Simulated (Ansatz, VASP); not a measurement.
Si in VASP and in Ansatz

```xyz
2
Lattice="0.0000 2.6612 2.7155 2.6612 0.0000 2.7155 2.6612 2.6612 0.0000" Properties=species:S:1:pos:R:3 pbc="T T T"
Si    2.6612    2.6612    2.7155
Si    3.9917    3.9917    4.0732
```

Change from the starting cell: equal xx and yy strain of -2 %.

Alike in both runs: task single point; functional PBE; k mesh 11 × 11 × 11; occupations fermi-dirac, width 0.08 eV; no spin polarisation.

```csv
,VASP,Ansatz
version,VASP 6.6.1,Ansatz 0.2.0
potentials or method,"VASP PAW PBE potentials, release 64 (Si), cutoff 520 eV","all-electron LAPW, scalar-relativistic"
```

|  | VASP | Ansatz | Ansatz less VASP |
| --- | --- | --- | --- |
| pressure (GPa) | 6.2 | 6.2 | +0.03 |
| largest component of the traceless stress (GPa) | 1.33 | 1.33 | -0.002 |

Ansatz ran all-electron here, so the differences hold the error of VASP's frozen core and of both bases.
